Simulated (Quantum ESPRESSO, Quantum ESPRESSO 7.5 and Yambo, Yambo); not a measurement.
# Sb (buckled honeycomb monolayer): bands and cutoff in G0W0 with Yambo

Aim: raise bands and screening cutoff together for Sb (buckled honeycomb monolayer) and follow gap and time.

Calculated with Quantum ESPRESSO 7.5 and Yambo 5.3.0; PBE and many-body steps on it, plane waves.

## Step 1: The structure

The cell holds 2 atoms: 2 Sb. Its edges and angles: a = 4.127 Å, b = 4.127 Å, c = 14.000 Å, α = 90.0°, β = 90.0°, γ = 120.0°. Vacuum lies along c.

The structure was relaxed with PBE. The runs that relaxed it are not among those shown. Spin-orbit coupling is left out unless a step names it.

## Step 2: Empty states on the mesh, 6×6×1 mesh, 289 bands

This step: Quantum ESPRESSO 7.5; DFT, PBE, plane waves, norm-conserving pseudopotentials.

The sums over transitions need many empty states on a uniform mesh; this step solves for them.

pw.in reads:

```
&control
  calculation = 'nscf'
  prefix = 'x'
  outdir = 'o'
  pseudo_dir = 'pseudo'
/
&system
  ibrav = 0
  nat = 2
  ntyp = 1
  ecutwfc = 72.0
  nbnd = 289
  force_symmorphic = .true.
/
&electrons
  conv_thr = 1e-9
  electron_maxstep = 80
  diago_full_acc = .true.
  diago_thr_init = 5e-6
/
ATOMIC_SPECIES
  Sb 121.76 Sb.upf
CELL_PARAMETERS angstrom
  4.1271537147 -0.0000000002 0.0000000000
  -2.0635768572 3.5742199623 0.0000000000
  0.0000000000 0.0000000000 14.0000000000
ATOMIC_POSITIONS crystal
  Sb 0.3333333333 0.6666666667 0.4415839531
  Sb 0.6666666667 0.3333333333 0.5584160469
K_POINTS automatic
  6 6 1 0 0 0
```

Run with:

```console
$ OMP_NUM_THREADS=1 mpirun -n 4 pw.x -nk 4 -in pw.in > pw.out
```

The program printed:

```text
Program PWSCF v.7.5 starts

     This program is part of the open-source Quantum ESPRESSO suite
     for quantum simulation of materials; please cite
         "P. Giannozzi et al., J. Phys.:Condens. Matter 21 395502 (2009);
         "P. Giannozzi et al., J. Phys.:Condens. Matter 29 465901 (2017);
         "P. Giannozzi et al., J. Chem. Phys. 152 154105 (2020);
     in publications or presentations arising from this work. More details at

     Atomic positions and unit cell read from directory:
     o/x.save/

     Message from routine setup:
[...]
69.3497

          k = 0.0000 0.3849 0.0000 ( 14386 PWs)   bands (ev):

[...]
24.1160  24.5064  24.9236  25.0071  25.1630  25.6502  25.6888  27.1246
     [... 25 further rows ...]
    67.8226  68.0398  68.0516  68.2246  68.2437  68.4360  68.4548  68.4598
    68.7694

          k =-0.0000-0.5774 0.0000 ( 14356 PWs)   bands (ev):

     [... further k-points ...]

     highest occupied, lowest unoccupied level (ev):    -0.5687    0.7370

     XML data file, pseudopotentials, collected wavefunctions

=------------------------------------------------------------------------------=
   JOB DONE.
=------------------------------------------------------------------------------=
```

Run time: 91 s. Hardware: 4 MPI ranks of Arm Neoverse V2, shared host; peak memory 1.6 GiB; 6.1 min of CPU time.

This step gave:

```
gap                                                           : 1.306 eV
k of the valence top                                          : 0, 0, 0
k of the conduction bottom                                    : 0, 0.3333, 0
least direct gap                                              : 1.560 eV
k points computed                                             : 7
lowest point of the top converged band, above the valence top : 68.9485 eV
```

On this mesh the gap is 1.306 eV.

The density comes from a self-consistent run that is not shown.

## Step 3: Conversion and set-up

This step: Yambo 5.3.0; conversion and set-up on PBE, plane waves, norm-conserving pseudopotentials.

The states are converted to the many-body program's format and the q mesh is built.

Run with:

```console
$ (cd o/x.save; p2y > p2y.log; mv SAVE ../..); yambo > setup.log
```

The program printed:

```text
 Yambo, version 5.3.0

 [02] CORE Variables Setup
 =========================

  [02.01] Unit cells
  ==================

  Cell kind             :  HCP
  Atoms in the cell     :  Sb
  number of Sb atoms    :  2

  List of atomic masses
  Mass of Sb    :  121.7600

  List of atomic coordinates    : [cc]
  Sb1       : -0.20099E-09   4.5029       11.683      order 1
  Sb2       :   3.89960   2.25143  14.77355  order 2

  Alat factors          :   7.79919   6.75430  26.45617 [a.u.]
  Direct lattice volume :   1393.66    [a.u.]
  Direct lattice vectors:  A[ 1 ]  A[ 2 ]  A[ 3 ]
[...]
BZ  Q-points                                      :   36

 K/Q-points units:
 rlu = crystal or reduced units; cc = cartesian coordinates; iku = interal k-units

 Q [1]          [rlu]:  0.000000  0.000000  0.000000
 Q [2]          [rlu]: -0.16529E-16  0.16667       0.0000
 Q [3]          [rlu]: -0.33057E-16  0.33333       0.0000
 Q [4]          [rlu]:  0.49586E-16 -0.50000       0.0000
 Q [5]          [rlu]:  0.166667  0.166667  0.000000
 Q [6]          [rlu]:  0.166667  0.333333  0.000000
 Q [7]          [rlu]:  0.333333  0.333333  0.000000

  [03.01] X indexes
  =================

   [03.01.01] Sigma indexes
   ========================

 [06] Game Over & Game summary
```

The job ended after 2.2 s (1 MPI rank; peak memory 0.25 GiB).

## Step 4: 71 bands, 95.2 eV

G0W0 replaces the xc potential by the self-energy, built once from these orbitals. Only a window of levels is corrected, while the sums run over the empty bands that the input names.

This step: G0W0 on PBE, plane waves, norm-conserving pseudopotentials.

gw1.in reads:

```
HF_and_locXC
gw0
dyson
ppa
em1d
rim_cut
rim_w
RandQpts= 3000000
RandGvec= 100 RL
CUTGeo= "slab z"
RandGvecW= 9 RL
EXXRLvcs= 72 Ry
VXCRLvcs= 288 Ry
Chimod= "HARTREE"
% BndsRnXp
 1 | 71 |
%
NGsBlkXp= 7 Ry
% LongDrXp
 1 | 1 | 0 |
%
% GbndRnge
 1 | 71 |
%
DysSolver= "n"
ExtendOut
PPAPntXp= 27.21138 eV
% QPkrange
 1 | 1 | 14 | 17 |
 3 | 3 | 14 | 17 |
%
```

Run with:

```console
$ OMP_NUM_THREADS=1 mpirun -n 4 yambo -F gw1.in -J gw1 -C gw1 > gw1.log
```

The program printed:

```text
 Yambo, version 5.3.0

 [02] CORE Variables Setup
 =========================

  [... cell, symmetries and grids as in the set-up ...]

  [02.05] Energies & Occupations
  ==============================

  [X] === General ===
  [X] Electronic Temperature                        :  0.000000  0.000000 [eV K]
  [X] Bosonic    Temperature                        :  0.000000  0.000000 [eV K]
  [X] Finite Temperature mode                       : no
  [X] El. density                                   :  0.14527E+24 [cm-3]
  [X] Fermi Level                                   : -0.568718 [eV]

  [X] === Gaps and Widths ===
  [X] Conduction Band Min                           :  1.305737 [eV]
  [X] Valence Band Max                              :  0.000000 [eV]
  [X] Filled Bands                                  :  15
  [X] Empty Bands                                   :   16  289
  [X] Direct Gap                                    :  1.559885 [eV]
  [X] Direct Gap localized at k                     :  1
  [X] Indirect Gap                                  :  1.305737 [eV]
  [X] Indirect Gap between kpts                     :  1  3
  [X] Last valence band width                       :  1.758542 [eV]
  [X] 1st conduction band width                     :  0.894916 [eV]

 [03] Transferred momenta grid and indexing
 ==========================================

 IBZ Q-points                                      :   7
 BZ  Q-points                                      :   36

 K/Q-points units:
 rlu = crystal or reduced units; cc = cartesian coordinates; iku = interal k-units

 Q [1]          [rlu]:  0.000000  0.000000  0.000000
 Q [2]          [rlu]: -0.16529E-16  0.16667       0.0000
 Q [3]          [rlu]: -0.33057E-16  0.33333       0.0000
 Q [4]          [rlu]:  0.49586E-16 -0.50000       0.0000
 Q [5]          [rlu]:  0.166667  0.166667  0.000000
 Q [6]          [rlu]:  0.166667  0.333333  0.000000
 Q [7]          [rlu]:  0.333333  0.333333  0.000000

 [04] Coloumb potential Random Integration (RIM)
 ===============================================

 Performing RIM of v_slab

  [04.01] RIM initialization
  ==========================

  * Diagonal components only detected *

  8 x (sBL volume)        :  0.039552 [a.u.]
  sBZ random points       :  3000000
  Points outside the sBZ  :  24000829
  RL volume               :  0.177985 [a.u.]
  Integrated volume       :  0.177979 [a.u.]

  [04.02] RIM integrals
  =====================

  Gamma point sphere radius             :  0.036404 [a.u.]
  Points outside the sphere             :  2398884
  [Int_sBZ(q=0) 1/q^2]*(Vol_sBZ)^(-1/3) =:  7.385834
                                 should be <:  7.795600

  Summary of Coulomb integrals for non-metallic bands |Q|[au] RIM/Bare

  Q [1] 0.100000E-4 0.947436 * Q [2] 0.155042 0.954387
  Q [5] 0.268540 1.010257 * Q [3] 0.310083 1.014493
  Q [6] 0.410202 1.014737 * Q [4] 0.465125 1.013090
  Q [7] 0.537080 1.010659
  Non-periodic chartesian directions : none
  Optical renormalization            :  26.45617 [au]
  Polarizability dimension           : length

 [05] Coloumb potential CutOffslab
 =================================

 Cut directionsZ
 Slab Cutoff:Z
 Symmetry test passed : yes

 [06] Dipoles
 ============

  [06.01] Setup: observables and procedures
  =========================================

 [07] Dynamic Dielectric Matrix (PPA)
 ====================================

 [WR./gw1//ndb.pp]---------------------------------------------------------------
  Brillouin Zone Q/K grids (IBZ/BZ)                :    7   36    7   36
  RL vectors                                       :  17175 [WF]
  Coulomb cutoff potential                         : slab z
  Electronic Temperature                           :  0.000000 [K]
  Bosonic    Temperature                           :  0.000000 [K]
  PPA    diel. fun.  energies                      : Perdew, Burke & Ernzerhof(X)+Perdew, Burke & Ernzerhof(C)
  wavefunctions                                    : Perdew, Burke & Ernzerhof(X)+Perdew, Burke & Ernzerhof(C)
[...]
Field direction                                  :  0.707107E-5  0.707107E-5   0.00000
  BZ energy Double Grid                            : no
  BZ energy DbGd points                            : 0
  BZ Q point size factor                           : -1.000000
  X Optical Averaged directions                    : none

 [08] Local Exchange-Correlation + Non-Local Fock
 ================================================

 [VXC] Plane waves :  115007
 [EXS] Plane waves :  14423

 QP @ state[ 1 ] K range:  1  1
 QP @ state[ 1 ] b range:  14  17
 QP @ state[ 2 ] K range:  3  3
 QP @ state[ 2 ] b range:  14  17

 [xc] Functional : Perdew, Burke & Ernzerhof(X)+Perdew, Burke & Ernzerhof(C)
 [xc] LIBXC used to calculate xc functional
  PP Number of Atomic Species                      :  1
  NLCC RL compoments                               :  115007
  PP Number of Atomic Species                      :  1
  NLCC RL compoments                               :  115007

 [xc] E_xc :  -18.09053 [Ha]
      E_xc :  -36.18105 [Ry]

  Local XC kind (lXC) : Perdew, Burke & Ernzerhof(X)+Perdew, Burke & Ernzerhof(C)
  Non-Local XC kind (nlXC) : Hartree-Fock

  Corrections @ K [1] :  [eV]
 <14|nlXC|14> = -13.53294 -0.63221E-17 <14|lXC|14> = -11.71994  0.000000
 <15|nlXC|15> = -13.53295  0.28943E-17 <15|lXC|15> = -11.71994 -0.47204E-16
 <16|nlXC|16> = -7.634906 -0.32175E-17 <16|lXC|16> = -10.57961 -0.47204E-16
 <17|nlXC|17> = -7.909748  0.12661E-17 <17|lXC|17> = -11.01827  0.23602E-16

  Corrections @ K [3] :  [eV]
 <14|nlXC|14> = -13.55212  0.11218E-17 <14|lXC|14> = -11.18720  0.94408E-16
 <15|nlXC|15> = -12.85635  0.75316E-17 <15|lXC|15> = -10.53807 -0.94408E-16
 <16|nlXC|16> = -6.646102 -0.56492E-18 <16|lXC|16> = -9.268133 -0.35403E-16
 <17|nlXC|17> = -5.839611  0.40442E-17 <17|lXC|17> = -9.244538  0.000000

 [09] Dyson equation: Newton solver
 ==================================

  [09.01] RIM-W interpolation
  ===========================

  [WARNING] RIM-W works only for 2D semiconductors with slab cutoff
  Found compatible q grid: 2D
  q_min[ 1 ]:  0.16667      0.18706E-11   0.0000     [rlu]
   0.166667  0.083333  0.000000 [iku]
  q_min[ 2 ]:  0.16529E-16  0.16667       0.0000     [rlu]
   0.93261E-11  0.16667       0.0000     [iku]
  G-vectors :  13
  G-vectors loaded:  139
  Number of interpolated frequencies:  2

  Evaluating coefficients q = 0
  Evaluating coefficients q = 0

  [09.02] RIM-W integrals
  =======================

  8 x (sBL volume)        :  0.039552 [a.u.]
  sBZ random points       :  3000000
  Points outside the sBZ  :  24000829
  RL volume               :  0.177985 [a.u.]
  Integrated volume       :  0.177979 [a.u.]

  [09.03] RIM integrals
  =====================

  Comparison between head Wc = W - v averages: < Wc > [au] RIM-W/RIM

   < -Wc [Q = 1] > 0.346178E-1 0.531399E-4 * < -Wc [Q = 2] > 0.005608 0.005455
   < -Wc [Q = 3] > 0.001109 0.001089 * < -Wc [Q = 4] > 0.379522E-3 0.375368E-3
   < -Wc [Q = 5] > 0.001606 0.001575 * < -Wc [Q = 6] > 0.542511E-3 0.537309E-3
   < -Wc [Q = 7] > 0.255471E-3 0.253867E-3

  Comparison between head Wc = W - v averages: < Wc > [au] RIM-W/RIM

   < -Wc [G = 1,G`=0] > 0.346178E-1 0.531399E-4 * < -Wc [G = 2,G`=0] >-0.001566 0.000000
   < -Wc [G = 3,G`=0] >-0.001567 0.000000 * < -Wc [G = 4,G`=0] > 0.193806E-4  0.00000
   < -Wc [G = 5,G`=0] > 0.193950E-4  0.00000 * < -Wc [G = 6,G`=0] > 0.692655E-4  0.00000
   < -Wc [G = 7,G`=0] > 0.692479E-4  0.00000 * < -Wc [G = 8,G`=0] >-0.477140E-5  0.00000
   < -Wc [G = 9,G`=0] >-0.516009E-5  0.00000 * < -Wc [G = 10,G`=0] >-0.483884E-5  0.00000
   < -Wc [G = 11,G`=0] >-0.494111E-5  0.00000 * < -Wc [G = 12,G`=0] >-0.530175E-5  0.00000
   < -Wc [G = 13,G`=0] >-0.501716E-5  0.00000

 [10] G0W0 (W PPA)
 =================

 [  GW  ] Bands range     :    1   71
 [GW/PPA] G damping       :  0.100000 [eV]

 QP @ state[ 1 ] K range:  1  1
 QP @ state[ 1 ] b range:  14  17
 QP @ state[ 2 ] K range:  3  3
 QP @ state[ 2 ] b range:  14  17

  Sc/G bands                                       :    1   71
  Sc/G damping                                     :  0.100000 ev
  Sc bands terminator                              : no
  Sx RL components                                 :  14423

  QP @ state[ 1 ] K range                          :  1  1
  QP @ state[ 1 ] b range                          :  14  17
  QP @ state[ 2 ] K range                          :  3  3
  QP @ state[ 2 ] b range                          :  14  17
  GF energies kind                                 : Perdew, Burke & Ernzerhof(X)+Perdew, Burke & Ernzerhof(C)
  GF WF`s kind                                     : Perdew, Burke & Ernzerhof(X)+Perdew, Burke & Ernzerhof(C)
  Xs energies kind                                 : Perdew, Burke & Ernzerhof(X)+Perdew, Burke & Ernzerhof(C)
  Xs WF`s kind                                     : Perdew, Burke & Ernzerhof(X)+Perdew, Burke & Ernzerhof(C)

 [14] Game Over & Game summary
```

Wall time 2.1 min (4 MPI ranks); peak memory 2.6 GiB; 8.3 min of CPU time.

Numbers from this step:

```
G0W0 gap on the points computed              : 2.273 eV
starting gap on the mesh                     : 1.306 eV
k of the valence top                         : 0, 0, 0
k of the conduction bottom                   : 0, 0.3333, 0
least direct G0W0 gap on the computed points : 2.691 eV
Z at the valence top                         : 0.7326
Z at the conduction bottom                   : 0.7375
```

The gap on the mesh goes from 1.31 eV to 2.27 eV, a correction of +0.97 eV.

[end of part 1 of 2]

[Paths, hosts, dates, memory and timing lines, banners, echoed tables and standing remarks are left out of the program output.]

[Logs are printed without paths, hosts, clocks, repeated set-up lines and the standing remarks that a program may print on its own settings, such as how far it seeks lower states.]

[Runs of the session that timed out or met a known fault of the program may be left out.]

[Hosts, paths, dates, database ids (printed as entryN), source tags and the programs' standing remarks are cut or masked in the printed files.]
